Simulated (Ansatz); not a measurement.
# Field gradients at the nuclei of ZrS$_{2}$

```xyz
3
Lattice="3.6914 0.0000 0.0000 -1.8457 3.1968 0.0000 0.0000 0.0000 6.0411" Properties=species:S:1:pos:R:3 pbc="T T T"
Zr    0.0000    0.0000    0.0000
S     1.8457    1.0656    4.6038
S     0.0000    2.1312    1.4372
```

Atoms are numbered in the order listed.

The cell is the one relaxed in the Materials Project (mp-1186), not relaxed further here; entries there can be hypothetical.

Methods: DFT, r2SCAN, all-electron PAW with datasets made for the crystal, scalar-relativistic (Ansatz 0.2.0); DFT, r2SCAN, PAW with Ansatz's default frozen-core files, scalar-relativistic (Ansatz 0.2.0).

For the crystal-made all-electron datasets (AE datasets): a Γ-centred 8×8×5 k mesh, Fermi–Dirac smearing of 0.03 eV, cutoff 240 eV (chosen by the program for this cell), no spin polarisation. PAW takes a cutoff of 500 eV at this cell (files made with PBE, cores remade for this functional). The Ansatz runs share mesh, smearing and spin set-up.

Spin–orbit coupling is left out, which moves gradients at and beside heavy atoms by some per cent and at worst by a factor of two.

Vzz is the principal value of largest size of the traceless field-gradient tensor, in 10²¹ V/m², and η = (Vxx − Vyy)/Vzz with |Vzz| ≥ |Vyy| ≥ |Vxx|.

```json
{"site": "Zr1", "site symmetry": "-3m.", "Vzz (η), AE datasets": "-0.27 (η = 0.00)", "Vzz (η), PAW": "-0.28 (η = 0.00)"}
{"site": "S2", "site symmetry": "3m.", "Vzz (η), AE datasets": "-0.22 (η = 0.00)", "Vzz (η), PAW": "-0.22 (η = 0.00)"}
```
